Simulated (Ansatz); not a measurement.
# In (P6_3/mmc) in Ansatz: reference runs

How does In come out in PBE? The cell is run as given and disturbed.

Program: Ansatz 0.2.0. These are calculated values, not measurements. Logs are shortened: lines on timing, memory, paths and dates and some standing lists are left out, and cuts for length are marked.

### 1 The crystal as given

Symmetry: P6_3/mmc, No. 194, hexagonal system. The conventional cell has a = 3.364 Å, b = 3.364 Å, c = 10.800 Å, α = 90.00°, β = 90.00°, γ = 120.00°. In (site symmetry -6m2) is surrounded by 12 In at 3.33 to 3.36 Å. In (site symmetry -3m) is surrounded by 12 In at 3.33 to 3.36 Å.

This isn't the form of In at room conditions, which is tetragonal.

### 2 Single point, PBE

Contents of input.yaml:

```yaml
crystal:
  lattice:
    - [3.363843863, 0.0, 0.0]
    - [-1.6819219315, 2.9131742397, 0.0]
    - [0.0, 0.0, 10.79970836]
  atoms:
    - { symbol: In, position: [0.6666666667, 0.3333333333, 0.75] }
    - { symbol: In, position: [0.0, 0.0, 0.5] }
    - { symbol: In, position: [0.3333333333, 0.6666666667, 0.25] }
    - { symbol: In, position: [0.0, 0.0, 0.0] }
hamiltonian:
  xc: pbe
  pseudopotentials: { kind: paw }
kpoints:
  mp_grid: { grid: [9, 9, 3] }
scf:
  occupations: { method: fermi_dirac, width: 0.05 }
output:
  forces: true
  stress: true
  eigenvalues: true
```

Potentials or basis: Ansatz PAW.

Command:

```console
> ansatz run input.yaml --threads 2 --pin off --max-ram 5120MiB --backend cpu --events-out ev --progress --plain --runs-dir out
```

Standard output:

```text
Warning: RAYON_NUM_THREADS=2 ignored (pool sized by the plan → 2); use --threads N
Engine: ansatz 0.2.0, x86_64-unknown-linux-gnu
Pseudopotentials: kind: paw
Pseudopotential: In, paw, valence charge 13, recommended cutoff 420 eV (normal), In.paw.azcp
Functional definition: PBE
  parameter kappa = 0.804
  parameter beta = 0.06672455060314922
  exchange = pbe_x(kappa = kappa, mu = beta*pi^2/3)
  correlation = pbe_c(beta = beta)
Crystal: 4 atoms, lattice volume = 105.831 Å³
Basis set: ecut = 420 eV, 2125 PW (Γ), exchange–correlation on 48×48×150 points (8 copies of the dense FFT grid, shifted against one another)
Bands: 32, of which v1, the nominal top of the filled ones, is band 26 counted from 1 (25 counted from 0)
Symmetry: 24 space group operations
Space group: P63/mmc (ITA 194), of the structure as read, at distance tolerance 4.7e-5 Å
k-points: 24 of 243
Non-local potential: In, projectors of the file, l = 0: 2, l = 1: 2, l = 2: 2, l = 3: 2
PAW form: soft (Blöchl's): semilocal exchange-correlation on the pseudo side does not see the compensation charge
PAW one-centre angular grid: In, 590 points (default); XC on 64 Gauss nodes
Initial density: superposition of atomic densities (neutral atoms: chi_scale 0, normalization atom), corrected by the library's trained network
Initial wavefunctions: pseudopotential atomic-orbital guess
Functional: x = pbe(κ = 0.804, μ = 0.2195149727645171), c = pbe(β = 0.06672455060314922)
SCF iter   1: F=—  HF=-22391.346934 eV  |F-HF|=—  |Δ(HF+E_count)|=         —  Δρ=1.33e-3  dr2=2.14e-3  ethr=1.77e-3  ⟨swp⟩=6.6  Hψ=3279  notcnv=0  defer=2
preconditioner: auto → Kerker (q_TF=auto, 2.424 Å⁻¹)  [metal: Δε(μ)=0.040 eV  Ē_g=15.154 eV  σ=0.050 eV  W_gap=0.20  n_scr=26 (ndim 8)  ℏωp=26.0 eV  f_vac=0.000  D(μ)=3.12/eV (n_scr^D=24)]
SCF iter   2: F=—  HF=-22391.342574 eV  |F-HF|=—  |Δ(HF+E_count)|=   4.36e-3  Δρ=6.69e-4  dr2=1.10e-3  ethr=4.11e-6  ⟨swp⟩=2.0  Hψ=1569  notcnv=0  defer=2
SCF iter   3: F=—  HF=-22391.342442 eV  |F-HF|=—  |Δ(HF+E_count)|=   1.32e-4  Δρ=5.20e-4  dr2=2.66e-4  ethr=2.12e-6  ⟨swp⟩=2.1  Hψ=1367  notcnv=0  defer=2
SCF iter   4: F=—  HF=-22391.342387 eV  |F-HF|=—  |Δ(HF+E_count)|=   5.46e-5  Δρ=2.31e-4  dr2=4.65e-5  ethr=5.12e-7  ⟨swp⟩=1.6  Hψ=784  notcnv=0  defer=2
SCF iter   5: F=—  HF=-22391.342361 eV  |F-HF|=—  |Δ(HF+E_count)|=   2.67e-5  Δρ=5.53e-5  dr2=1.87e-6  ethr=8.94e-8  ⟨swp⟩=2.0  Hψ=1374  notcnv=0  defer=2
SCF iter   6: F=—  HF=-22391.342360 eV  |F-HF|=—  |Δ(HF+E_count)|=   4.21e-7  Δρ=2.04e-5  dr2=2.65e-7  ethr=3.59e-9  ⟨swp⟩=2.5  Hψ=1390  notcnv=0  defer=2
SCF iter   7: F=-22391.342360 eV  HF=-22391.342360 eV  |F-HF|=1.02e-9  |Δ(HF+E_count)|=   1.13e-7  Δρ=1.48e-6  dr2=1.95e-9  ethr=1.92e-10  ⟨swp⟩=6.1  Hψ=2598  notcnv=0
SCF 1 converged in 7 iterations: F = -22391.342360 eV  dr2 = 1.95e-9
SCF converged after 7 iterations
Free energy (F): -22391.342360 eV
Harris-Foulkes:  -22391.342360 eV  (|F-HF|=1.02e-9)
Internal energy: -22391.319111 eV  (E = F + TS)
E sigma→0 (E₀):  -22391.330735 eV
Entropy (-TS):   -0.023249 eV (-5.812 meV/atom)
Fermi energy:    10.096028 eV
--- Per-component energies (eV) ---
  E_band       = -100.933193
  E_kinetic    = 965.145091
  E_local      = -4327.102433  (includes V_loc(G=0)·N_el)
  E_nonlocal   = 1464.231529
  E_hartree    = 1696.049183
  E_xc         = -864.093160
  E_vxc        = -400.018446  (∫ρ·V_xc dr)
  E_paw        = -16608.225249  (= ΣΔE_a)
  E_vpaw       = -1195.289611  (= ΣTr[D̂ρ^β])
  E_aug_tail   = 0.000100  (compensation charges beyond the density's cutoff)
  E_ewald      = -4717.324172
  E_smearing   = -0.023249  (= −TS)
  E_closure    = 0.000000  (closes the sum)
  Σ components = -22391.342360   (vs F -22391.342360, Δ=0.00e0)
--- Forces (eV/Å), atoms counted from 1 ---
  atom   1  In    -0.00000000     0.00000000     0.00000000
  atom   2  In     0.00000000     0.00000000     0.00000000
  atom   3  In     0.00000000    -0.00000000     0.00000000
  atom   4  In     0.00000000    -0.00000000     0.00000000
  max |Σ_I F_I| component: 2.78e-17 eV/Å
--- Stress (GPa, compression-positive) ---
        1.370296       0.000000       0.000000
        0.000000       1.370296       0.000000
        0.000000       0.000000       2.083301
  P = ⅓ Tr σ = 1.6080 GPa (16.080 kbar)
--- Band table (eV; the first three rows and the last of 24) ---
  k-point 0: bands = ["-4.5859", "-4.5494", "-4.5340", "-4.5340", "-4.5231", "-4.5117", "-4.5117", "-4.5057", "-4.4873", "-4.4873", "-4.4644", "-4.4644", "-4.3964", "-4.3964", "-4.3092", "-4.3092", "-4.2949", "-4.2949", "-4.2060", "-4.2060", "0.6344", "2.0347", "2.0551", "5.9731", "6.8321", "13.4649", "13.4742", "18.1798", "18.1798", "19.0450", "19.0450", "19.1851"]
  k-point 1: bands = ["-4.5790", "-4.5620", "-4.5244", "-4.5244", "-4.5152", "-4.5081", "-4.5081", "-4.5078", "-4.4948", "-4.4948", "-4.4795", "-4.4795", "-4.3774", "-4.3774", "-4.3430", "-4.3430", "-4.2566", "-4.2566", "-4.2201", "-4.2201", "0.7886", "1.2557", "3.1596", "4.5864", "8.5235", "10.8592", "16.2952", "18.2980", "18.2981", "18.6298", "18.6299", "19.1853"]
  k-point 2: bands = ["-4.5759", "-4.5519", "-4.5440", "-4.5290", "-4.5161", "-4.5105", "-4.4965", "-4.4822", "-4.4677", "-4.4600", "-4.4484", "-4.4326", "-4.4190", "-4.4066", "-4.3128", "-4.3075", "-4.3065", "-4.2948", "-4.2341", "-4.2029", "0.8702", "2.2748", "2.2954", "6.1710", "7.1061", "13.6550", "13.6696", "15.7824", "17.0469", "17.0577", "17.0676", "18.3988"]
  k-point 23: bands = ["-4.6173", "-4.6173", "-4.5566", "-4.5157", "-4.4923", "-4.4923", "-4.4292", "-4.4292", "-4.4016", "-4.4016", "-4.3992", "-4.3706", "-4.3364", "-4.3364", "-4.3107", "-4.3107", "-4.2374", "-4.2227", "-4.2045", "-4.2045", "6.7842", "7.0110", "7.0110", "7.1979", "8.4942", "8.4942", "9.4139", "10.1250", "10.1250", "10.7503", "11.4125", "11.4125"]
```

Wall time 7.2 s (2 threads of INTEL XEON PLATINUM 8581C at 2.30GHz (Emerald Rapids), shared host); peak memory 0.45 GiB.

Results:

```yaml
Free_energy: -22391.3424 eV
Pressure: 1.6 GPa
Band_gap_on_the_k_mesh: none (metal or under the smearing width)
```

### 3 Single point, PBE (atoms moved at random, drawn with an rms of 0.05 Å)

Contents of input.yaml:

```yaml
crystal:
  lattice:
    - [3.363843863, 0.0, 0.0]
    - [-1.6819219315, 2.9131742397, 0.0]
    - [0.0, 0.0, 10.79970836]
  atoms:
    - { symbol: In, position: [0.663431, 0.342825, 0.74986] }
    - { symbol: In, position: [-0.00237, -0.018592, 0.499668] }
    - { symbol: In, position: [0.326338, 0.663061, 0.246008] }
    - { symbol: In, position: [-0.003809, -0.00876, -0.000177] }
hamiltonian:
  xc: pbe
  pseudopotentials: { kind: paw }
kpoints:
  mp_grid: { grid: [9, 9, 3] }
scf:
  occupations: { method: fermi_dirac, width: 0.05 }
output:
  forces: true
  stress: true
  eigenvalues: true
```

Potentials or basis: Ansatz PAW.

Command:

```console
> ansatz run input.yaml --threads 2 --pin off --max-ram 5120MiB --backend cpu --events-out ev --progress --plain --runs-dir out
```

Standard output:

```text
Warning: RAYON_NUM_THREADS=2 ignored (pool sized by the plan → 2); use --threads N
[... 8 set-up lines as earlier in the session ...]
Crystal: 4 atoms, lattice volume = 105.831 Å³
Basis set: ecut = 420 eV, 2125 PW (Γ), exchange–correlation on 48×48×150 points (8 copies of the dense FFT grid, shifted against one another)
Bands: 32, of which v1, the nominal top of the filled ones, is band 26 counted from 1 (25 counted from 0)
Symmetry: 1 space group operations
Space group: P1 (ITA 1), of the structure as read, at distance tolerance 4.7e-5 Å
k-points: 122 of 243 (time reversal used)
[... 6 set-up lines as earlier in the session ...]
SCF iter   1: F=—  HF=-22391.344043 eV  |F-HF|=—  |Δ(HF+E_count)|=         —  Δρ=1.33e-3  dr2=2.25e-3  ethr=1.77e-3  ⟨swp⟩=6.6  Hψ=16493  notcnv=0  defer=4
preconditioner: auto → Kerker (q_TF=auto, 2.424 Å⁻¹)  [metal: Δε(μ)=0.001 eV  Ē_g=15.155 eV  σ=0.050 eV  W_gap=0.00  n_scr=26 (ndim 8)  ℏωp=26.0 eV  f_vac=0.000  D(μ)=3.06/eV (n_scr^D=24)]
SCF iter   2: F=—  HF=-22391.339642 eV  |F-HF|=—  |Δ(HF+E_count)|=   4.40e-3  Δρ=6.70e-4  dr2=1.12e-3  ethr=4.32e-6  ⟨swp⟩=2.0  Hψ=8042  notcnv=0  defer=4
SCF iter   3: F=—  HF=-22391.339510 eV  |F-HF|=—  |Δ(HF+E_count)|=   1.32e-4  Δρ=5.24e-4  dr2=2.73e-4  ethr=2.15e-6  ⟨swp⟩=2.1  Hψ=6971  notcnv=0  defer=4
SCF iter   4: F=—  HF=-22391.339454 eV  |F-HF|=—  |Δ(HF+E_count)|=   5.56e-5  Δρ=2.37e-4  dr2=4.97e-5  ethr=5.25e-7  ⟨swp⟩=1.6  Hψ=3948  notcnv=0  defer=4
SCF iter   5: F=—  HF=-22391.339431 eV  |F-HF|=—  |Δ(HF+E_count)|=   2.33e-5  Δρ=5.68e-5  dr2=2.02e-6  ethr=9.55e-8  ⟨swp⟩=2.0  Hψ=6992  notcnv=0  defer=4
SCF iter   6: F=—  HF=-22391.339431 eV  |F-HF|=—  |Δ(HF+E_count)|=   4.60e-7  Δρ=2.02e-5  dr2=2.58e-7  ethr=3.88e-9  ⟨swp⟩=2.4  Hψ=7042  notcnv=0  defer=4
SCF iter   7: F=-22391.339430 eV  HF=-22391.339430 eV  |F-HF|=1.10e-9  |Δ(HF+E_count)|=   1.11e-7  Δρ=1.46e-6  dr2=2.11e-9  ethr=1.92e-10  ⟨swp⟩=6.2  Hψ=13054  notcnv=0
SCF 1 converged in 7 iterations: F = -22391.339430 eV  dr2 = 2.11e-9
SCF converged after 7 iterations
Free energy (F): -22391.339430 eV
Harris-Foulkes:  -22391.339430 eV  (|F-HF|=1.10e-9)
Internal energy: -22391.316487 eV  (E = F + TS)
E sigma→0 (E₀):  -22391.327959 eV
Entropy (-TS):   -0.022943 eV (-5.736 meV/atom)
Fermi energy:    10.096235 eV
--- Per-component energies (eV) ---
  E_band       = -100.970994
  E_kinetic    = 965.163146
  E_local      = -4328.664163  (includes V_loc(G=0)·N_el)
  E_nonlocal   = 1464.231833
  E_hartree    = 1696.809890
  E_xc         = -864.097909
  E_vxc        = -400.025674  (∫ρ·V_xc dr)
  E_paw        = -16608.230345  (= ΣΔE_a)
  E_vpaw       = -1195.298114  (= ΣTr[D̂ρ^β])
  E_aug_tail   = 0.000101  (compensation charges beyond the density's cutoff)
  E_ewald      = -4716.529040
  E_smearing   = -0.022943  (= −TS)
  E_closure    = 0.000000  (closes the sum)
  Σ components = -22391.339430   (vs F -22391.339430, Δ=0.00e0)
--- Forces (eV/Å), atoms counted from 1 ---
  atom   1  In     0.00551648    -0.01240854     0.01941061
  atom   2  In    -0.00648297     0.01079392    -0.06187409
  atom   3  In     0.00598250    -0.00589294     0.10866708
  atom   4  In    -0.00501597     0.00750753    -0.06620406
  max |Σ_I F_I| component: 4.62e-7 eV/Å
--- Stress (GPa, compression-positive) ---
        1.303303       0.021924       0.002025
        0.021924       1.448857      -0.004276
        0.002025      -0.004276       2.122354
  P = ⅓ Tr σ = 1.6248 GPa (16.248 kbar)
--- Band table (eV; the first three rows and the last of 122) ---
  k-point 0: bands = ["-4.5870", "-4.5522", "-4.5356", "-4.5347", "-4.5263", "-4.5126", "-4.5120", "-4.5071", "-4.4888", "-4.4847", "-4.4651", "-4.4637", "-4.4017", "-4.3942", "-4.3123", "-4.3082", "-4.2953", "-4.2931", "-4.2092", "-4.2026", "0.6316", "1.9947", "2.0949", "5.9737", "6.8329", "13.4203", "13.5203", "18.1457", "18.2066", "19.0261", "19.0404", "19.1865"]
  k-point 1: bands = ["-4.5806", "-4.5643", "-4.5271", "-4.5254", "-4.5195", "-4.5094", "-4.5089", "-4.5063", "-4.4964", "-4.4929", "-4.4795", "-4.4781", "-4.3827", "-4.3762", "-4.3446", "-4.3396", "-4.2612", "-4.2570", "-4.2209", "-4.2157", "0.7844", "1.2560", "3.1599", "4.5879", "8.5237", "10.8598", "16.2956", "18.2595", "18.3114", "18.6254", "18.6628", "19.1895"]
  k-point 2: bands = ["-4.5765", "-4.5558", "-4.5473", "-4.5283", "-4.5181", "-4.5105", "-4.4965", "-4.4827", "-4.4700", "-4.4608", "-4.4469", "-4.4333", "-4.4234", "-4.4041", "-4.3177", "-4.3068", "-4.3036", "-4.2945", "-4.2312", "-4.2055", "0.8675", "2.2354", "2.3348", "6.1716", "7.1073", "13.6146", "13.7104", "15.7715", "17.0033", "17.0727", "17.1043", "18.3728"]
  k-point 121: bands = ["-4.6581", "-4.6347", "-4.5861", "-4.5746", "-4.5349", "-4.5289", "-4.5103", "-4.4856", "-4.4701", "-4.4266", "-4.3420", "-4.3148", "-4.2974", "-4.2795", "-4.2633", "-4.2522", "-4.2417", "-4.2257", "-4.1943", "-4.1821", "3.9049", "4.3772", "6.2148", "7.4447", "8.4666", "8.9271", "10.4749", "11.6635", "11.7929", "12.7586", "13.2573", "13.8893"]
```

Wall time 7.7 s (2 threads of INTEL XEON PLATINUM 8581C at 2.30GHz (Emerald Rapids), shared host); peak memory 0.61 GiB.

Results:

* Free energy: -22391.3394 eV
* Pressure: 1.6 GPa
* Largest force: 0.109 eV/Å
* Band gap on the k mesh: none (metal or under the smearing width)

Forces in eV/Å, atoms in the order of the input:
```
In   0.006 -0.012  0.019
In  -0.006  0.011 -0.062
In   0.006 -0.006  0.109
In  -0.005  0.008 -0.066
```
